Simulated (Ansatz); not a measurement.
The system is Sn.

```
Sn
1.0
    -2.94014    2.94014    1.59930
     2.94014   -2.94014    1.59930
     2.94014    2.94014   -1.59930
Sn
2
Cartesian
  0.0000 0.0000 0.0000
  0.0000 2.9401 0.7997
```

Base run:

- Program: Ansatz 0.2.0
- Functional: PBEsol
- Potentials or basis: all-electron LAPW, scalar-relativistic
- Cutoff: 208 eV (chosen from the basis error)
- Basis error allowed: 0.001 eV/atom
- k mesh: 9 × 9 × 9
- Occupations: fermi-dirac, width 0.05 eV
- Spin: no spin polarisation

Its results: pressure -1.4 GPa.

Problem. The run is repeated on the same cell with these changes: functional from PBEsol to PBE; occupations from fermi-dirac, width 0.05 eV to gaussian, width 0.019 eV. What comes out?

Solution. Pressure 1.4 GPa.
